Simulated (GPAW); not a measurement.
# Si K ELNES/XANES of diamond-type (Si)₁₋ₓ(Ge)ₓ at x = 0 from DFT

What does the Si K edge look like in diamond-type (Si)₁₋ₓ(Ge)ₓ at x = 0?

Main program and level: GPAW 26.7.0; X-ray absorption from dipole matrix elements to empty bands, plane-wave PAW PBE.

## (1) The structure

The structure is cubic, space group Fd-3m (No. 227). The conventional cell has a = 5.431 Å, b = 5.431 Å, c = 5.431 Å, α = 90.00°, β = 90.00°, γ = 90.00°. Si has 4 Si at 2.35 Å nearest. 16-atom diamond-type cell, 0 of 16 Si sites taken by Ge at random, lattice constants typed for the ends and interpolated (Vegard).

As a file:

```cif
data_structure
_symmetry_space_group_name_H-M 'Fd-3m:1'
_symmetry_Int_Tables_number 227
_cell_length_a 5.4310
_cell_length_b 5.4310
_cell_length_c 5.4310
_cell_angle_alpha 90.000
_cell_angle_beta 90.000
_cell_angle_gamma 90.000
_cell_volume 160.19
loop_
_atom_site_label
_atom_site_type_symbol
_atom_site_symmetry_multiplicity
_atom_site_Wyckoff_symbol
_atom_site_fract_x
_atom_site_fract_y
_atom_site_fract_z
_atom_site_occupancy
Si1 Si 8 a 0.00000 0.00000 0.00000 1
```

## (2) The field without a hole

The ground state comes first: it tells whether the system has a gap, which decides how the excited electron is treated.

Contents of scf.py:

```python
import numpy as np
from ase import Atoms
from ase.parallel import parprint, paropen
from gpaw import GPAW, PW, FermiDirac, Mixer, MixerDif, setup_paths
from gpaw.test import gen
setup_paths.insert(0, '.')
gen('Si', name='nch1s', xcname='PBE', corehole=(1, 0, 0), write_xml=True)
from gpaw.mpi import world
world.barrier()

atoms = Atoms('Si16',
    cell=[[0, 5.431, 5.431],
     [5.431, 0, 5.431],
     [5.431, 5.431, 0]],
    scaled_positions=[[0, 0, 0],
     [0.125, 0.125, 0.125],
     [0, 0, 0.5],
     [0.125, 0.125, 0.625],
     [0, 0.5, 0],
     [0.125, 0.625, 0.125],
     [0, 0.5, 0.5],
     [0.125, 0.625, 0.625],
     [0.5, 0, 0],
     [0.625, 0.125, 0.125],
     [0.5, 0, 0.5],
     [0.625, 0.125, 0.625],
     [0.5, 0.5, 1],
     [0.625, 0.625, 0.125],
     [0.5, 0.5, 0.5],
     [0.625, 0.625, 0.625]],
    pbc=True)
atoms.calc = calc = GPAW(legacy_gpaw=True, mode=PW(400, force_complex_dtype=True), xc='PBE', setups={0: 'nch1s'},
    kpts={'size': (4, 4, 4), 'gamma': True}, occupations=FermiDirac(0.05),
    charge=0, mixer=Mixer(0.1, 5, 50), maxiter=150,
    convergence={'density': 0.0001, 'eigenstates': 1e-6}, txt='scf.txt')
energy = atoms.get_potential_energy() + calc.get_reference_energy()
ef = calc.get_fermi_level()
out = dict(energy=energy, fermi=ef, forces=atoms.get_forces().tolist())
parprint(f'all-electron energy {energy:.4f} eV, Fermi level {ef:.4f} eV')
ev = np.array([[calc.get_eigenvalues(k, s) for k in range(len(calc.get_ibz_k_points()))] for s in range(calc.get_number_of_spins())])
out['homo'], out['lumo'], out['counts'] = ev[ev < ef].max(), ev[ev > ef].min(), sorted(set((ev < ef).sum((0, 2)).tolist()))
out['filled'] = (ev[:, 0] < ef).sum(1).tolist()
import json
with paropen('out.json', 'w') as f:
    json.dump(out, f)
```

Launch:

```console
$ OMP_NUM_THREADS=1 mpirun -n 4 gpaw python scf.py
```

Numbers of over 12 decimals in the logs are rounded to 6 here.

Output:

```text
Input parameters:
  convergence: {density: 0.0001,
                eigenstates: 1e-06}
  kpts: {gamma: True,
         size: (4, 4, 4)}
  maxiter: 150
  mixer: {backend: pulay,
          beta: 0.1,
          method: separate,
          nmaxold: 5,
          weight: 50}
  mode: {ecut: 400.0,
         force_complex_dtype: True,
         name: pw}
  occupations: {fixmagmom: False,
                name: fermi-dirac,
                width: 0.05}
  setups: {0: nch1s}
  xc: PBE

Initialize ...

[... PAW data sets ...]

Reference energy: -126181.508247  # eV

Spin-paired calculation

[... convergence settings ...]
Symmetries present (total): 24
  [... symmetry matrices ...]

64 k-points: 4 x 4 x 4 Monkhorst-Pack grid + [1/8,1/8,1/8]
8 k-points in the irreducible part of the Brillouin zone
       k-points in crystal coordinates                weights
   0:     0.00000000    0.00000000    0.00000000          1/64
   1:     0.25000000    0.25000000    0.00000000          6/64
   2:     0.25000000    0.25000000    0.25000000          8/64
   3:     0.50000000    0.25000000   -0.25000000          6/64
   4:     0.50000000    0.25000000    0.25000000         12/64
   5:     0.50000000    0.50000000    0.00000000          3/64
   6:     0.50000000    0.50000000    0.25000000         24/64
   7:     0.50000000    0.50000000    0.50000000          4/64

Wave functions: Plane wave expansion
  Cutoff energy: 400.000 eV
  Number of coefficients (min, max): 5770, 5855
  Pulay-stress correction: 0.000000 eV/Ang^3 (de/decut=0.000000)
  Using FFTW library
  Wavefunction extrapolation:
    Improved wavefunction reuse through dual PAW basis

Occupation numbers: Fermi-Dirac:
  width: 0.0500  # eV

Eigensolver
   Davidson(niter=2)

Densities:
  Coarse grid: 36*36*36 grid
  Fine grid: 72*72*72 grid
  Total Charge: 0.000000

Density mixing:
  Method: separate
  Backend: pulay
  Linear mixing parameter: 0.1
  old densities: 5
  Width of damping distribution: 1.1
  Damping of long wavelength oscillations: 50

[... Hamiltonian set-up ...]
Number of atoms: 16
Number of atomic orbitals: 64
Number of bands in calculation: 43
Number of valence electrons: 64
Bands to converge: occupied

... initialized

Initializing position-dependent things.

Density initialized from atomic densities
Creating initial wave functions:
  43 bands from LCAO basis set

                            Si
                                Si
                   Si
                        Si
                     Si
             Si           Si
                 Si
                  Si
         Si        Si Si
              Si
           Si
               Si
       Si

Atomic positions and initial magnetic moments

Positions:
   0 Si     0.000000    0.000000    0.000000    ( 0.0000,  0.0000,  0.0000)
   1 Si     1.357750    1.357750    1.357750    ( 0.0000,  0.0000,  0.0000)
   2 Si     2.715500    2.715500    0.000000    ( 0.0000,  0.0000,  0.0000)
   3 Si     4.073250    4.073250    1.357750    ( 0.0000,  0.0000,  0.0000)
   4 Si     2.715500    0.000000    2.715500    ( 0.0000,  0.0000,  0.0000)
   5 Si     4.073250    1.357750    4.073250    ( 0.0000,  0.0000,  0.0000)
   6 Si     5.431000    2.715500    2.715500    ( 0.0000,  0.0000,  0.0000)
[...]
13 Si     4.073250    4.073250    6.788750    ( 0.0000,  0.0000,  0.0000)
  14 Si     5.431000    5.431000    5.431000    ( 0.0000,  0.0000,  0.0000)
  15 Si     6.788750    6.788750    6.788750    ( 0.0000,  0.0000,  0.0000)

Unit cell:
           periodic     x           y           z      points  spacing
  1. axis:    yes    0.000000    5.431000    5.431000    36     0.1742
  2. axis:    yes    5.431000    0.000000    5.431000    36     0.1742
  3. axis:    yes    5.431000    5.431000    0.000000    36     0.1742

  Lengths:   7.680594   7.680594   7.680594
  Angles:   60.000000  60.000000  60.000000

Effective grid spacing dv^(1/3) = 0.1901

iter:   1   -86.962119
iter:   2   -86.898413   -1.87  -0.81
iter:   3   -87.238550   -1.34  -0.84
iter:   4   -86.684507   -2.97  -0.95
iter:   5   -86.559896   -3.67  -1.20
iter:   6   -86.306287   -2.47  -1.31
iter:   7   -86.303606   -4.20  -2.30
iter:   8   -86.303957c  -4.84  -2.94
iter:   9   -86.303856c  -5.94  -2.86
iter:  10   -86.303799c  -6.43c -3.12
iter:  11   -86.303797c  -7.59c -3.74
iter:  12   -86.303797c  -7.80c -3.94
iter:  13   -86.303797c  -8.65c -4.39c

Converged after 13 iterations.

Dipole moment: (-23.371784, -23.371784, -23.371784) |e|*Ang

Energy contributions relative to reference atoms: (reference = -126181.508247)

Kinetic:       +124.174933
Potential:     -109.029309
External:        +0.000000
XC:            -101.251599
Entropy (-ST):   -0.000232
Local:           -0.197705
SIC:             +0.000000
--------------------------
Free energy:    -86.303913
Extrapolated:   -86.303797

Showing only first 2 kpts
 Kpt  Band  Eigenvalues  Occupancy
  0    30      5.31232    1.99346
  0    31      5.31232    1.99346
  0    32      6.01949    0.00044
  0    33      6.01949    0.00044

  1    30      4.50391    2.00000
  1    31      4.50391    2.00000
  1    32      5.92537    0.00288
  1    33      6.84912    0.00000

Fermi level: 5.59828

Gap: 0.613 eV
Transition (v -> c):
  (s=0, k=0, n=31, [0.00, 0.00, 0.00]) -> (s=0, k=1, n=32, [0.25, 0.25, 0.00])
Direct/indirect transitions are different
Direct gap: 0.707 eV
Transition at: (s=0, k=0, n=31, [0.00, 0.00, 0.00])

Forces in eV/Ang:
  0 Si   -0.00000    0.00000    0.00000
  1 Si    0.00012    0.00012    0.00012
  2 Si   -0.00000   -0.00000    0.00006
  3 Si   -0.00012   -0.00012    0.00012
  4 Si    0.00000    0.00006   -0.00000
  5 Si   -0.00012    0.00012   -0.00012
  6 Si   -0.00006    0.00000    0.00000
[...]
13 Si   -0.00006   -0.00006    0.00006
 14 Si    0.00000    0.00000    0.00000
 15 Si    0.00006    0.00006    0.00006
Scalar-relativistic atomic PBE calculation for Si (Silicon, Z=14)
Core hole in 1s state (1s occupation: 2.0)
450 radial gridpoints.
|------------------------------------------------|
|------------------------------------------------|
[... the atom generator's iteration count ...]

Energy contributions:
-------------------------
Kinetic:     +290.505138
XC:           -20.648327
Potential:   -559.674629
-------------------------
Total:       -289.817817

state      eigenvalue         ekin         rmax
-----------------------------------------------
1s^2.0 :   -65.623113    92.786473        0.073
2s^2.0 :    -5.126087    13.134468        0.455
2p^6.0 :    -3.511732    12.248328        0.388
3s^2.0 :    -0.397334     1.579131        1.789
3p^2.0 :    -0.149969     1.007513        2.155
-----------------------------------------------
(units: Bohr and Hartree)

Generating PAW setup
Kinetic energy of the core from tauc = 285.948705
Cutoffs:
rc(s)=2.000
rc(p)=2.000
rc(d)=2.000
rc(vbar)=1.800
rc(comp)=2.000
rc(nct)=2.000

Kinetic energy of the core states: 285.331851
Charge: 0.0
Core electrons: 10.0
Valence electrons: 4.0
Pseudo-core charge: 0.181389
Shape function alpha=2.500
Pseudo-electron charge 4.411452
state    eigenvalue         norm
--------------------------------
3s(2) :    -0.397334     1.109262
*s    :     0.602666
3p(2) :    -0.149969     1.005769
*p    :     0.850031
*d    :     0.000000
--------------------------------

Diagonalizing with gridspacing h=0.050

state   all-electron     PAW
-------------------------------
3s:      -0.397334    -0.397486
3p:      -0.149969    -0.150100
*d:                    0.031888
*f:                    0.068154
-------------------------------
all-electron energy -126267.8120 eV, Fermi level 5.5983 eV
```

The job ended after 16 s (4 MPI ranks of Arm Neoverse V2, shared host; peak memory 0.28 GiB; 64 s of CPU time).

The mesh shows a gap of 0.61 eV. The excited electron is kept all the same, so that all members of the series, with or without a gap, are treated alike.

## (3) Reference energy of the cell

The photon energy needs a difference of total energies, so the cell and mesh of the coming hole run are first run without a hole.

Changes to scf.py since step 2:

```diff
@@ -26,3 +26,3 @@
      [0.625, 0.125, 0.625],
-     [0.5, 0.5, 1],
+     [0.5, 0.5, 0],
      [0.625, 0.625, 0.125],
@@ -32,3 +32,3 @@
 atoms.calc = calc = GPAW(legacy_gpaw=True, mode=PW(400, force_complex_dtype=True), xc='PBE', setups={0: 'nch1s'},
-    kpts={'size': (4, 4, 4), 'gamma': True}, occupations=FermiDirac(0.05),
+    kpts={'size': (3, 3, 3), 'gamma': True}, occupations=FermiDirac(0.02),
     charge=0, mixer=Mixer(0.1, 5, 50), maxiter=150,
```

Output:

```text
Input parameters:
  convergence: {density: 0.0001,
                eigenstates: 1e-06}
  kpts: {gamma: True,
         size: (3, 3, 3)}
  maxiter: 150
  mixer: {backend: pulay,
          beta: 0.1,
          method: separate,
          nmaxold: 5,
          weight: 50}
  mode: {ecut: 400.0,
         force_complex_dtype: True,
         name: pw}
  occupations: {fixmagmom: False,
                name: fermi-dirac,
[...]
3s(2) :    -0.397334     1.109262
*s    :     0.602666
3p(2) :    -0.149969     1.005769
*p    :     0.850031
*d    :     0.000000
--------------------------------

Diagonalizing with gridspacing h=0.050

state   all-electron     PAW
-------------------------------
3s:      -0.397334    -0.397486
3p:      -0.149969    -0.150100
*d:                    0.031888
*f:                    0.068154
-------------------------------
all-electron energy -126267.6511 eV, Fermi level 5.6608 eV
[key lines of the parts left out:]
Converged after 12 iterations.
Dipole moment: (-23.328637, -23.328637, -23.328637) |e|*Ang
Free energy:    -86.142851
Fermi level: 5.66076
```

Wall time 10 s (4 MPI ranks); peak memory 0.27 GiB.

Reference energy: -126267.651 eV with the cores included.

(Continued in part 2 of 2.)

[Banner, clock and machine lines of the logs are left out without a mark of their own.]

[Logs are printed without paths, hosts, clocks, repeated set-up lines and the standing remarks that a program may print on its own settings, such as how far it seeks lower states.]

[Hosts, paths, dates, database ids (printed as entryN), source tags and the programs' standing remarks are cut or masked in the printed files.]

[Lists of maxima count a maximum above −3 eV only where it reaches 4 % of the highest in the window and stands out from its surroundings by 2 % of it (1.5 % where it reaches 55 %); shoulders and weaker maxima are passed over, and of the rest the first, up to two pre-edge ones and the few strongest are named.]
